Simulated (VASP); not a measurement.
Wanted: the native input for a VASP 6.6.1 run.

| Property | Result |
| --- | --- |
| Task | single point |
| Functional | PBEsol |
| Potentials or basis | VASP PAW PBE potentials, release 64 (Rh_pv) |
| Cutoff | 520 eV |
| k mesh | 20 × 20 × 20 |
| Occupations | gaussian, width 0.5 eV |
| Spin | no spin polarisation |
| Further INCAR settings | ALGO = Normal; EDIFF = 1e-06 |

The structure of Rh lies in POSCAR:

```
Rh
1.0
   -1.5138500000      1.5138500000      1.5138500000
    1.5138500000     -1.5138500000      1.5138500000
    1.5138500000      1.5138500000     -1.5138500000
Rh
1
Direct
    0.0000000000      0.0000000000      0.0000000000
```

This isn't the form of Rh at room conditions, which is fcc.

These files were run (other wordings do the same):

INCAR

```
  PREC = Accurate
  ENCUT = 520
  EDIFF = 1E-6
  ISMEAR = 0
  SIGMA = 0.5
  LREAL = F
  LASPH = T
  NELM = 80
  ALGO = Normal
  ISIF = 2
  LWAVE = F
  LCHARG = F
  GGA = PS
```

KPOINTS

```
regular mesh
0
Gamma
  20 20 20
```

Potentials or basis: VASP PAW PBE potentials, release 64 (Rh_pv).

Run with:

```bash
$ cat potpaw_PBE.64/Rh_pv/POTCAR > POTCAR
$ mpirun -np 1 vasp_std > vasp.out
```

It gave:

```
Pressure               : 2.0 GPa
Band gap on the k mesh : none (metal or under the smearing width)
```

Caveat: the PAW data sets were made with another functional, which shifts forces and pressure a little.

Wall time 11 s on 1 thread of Intel(R) Xeon(R) 6975P-C (Granite Rapids), on a shared host, peak memory 0.15 GiB.
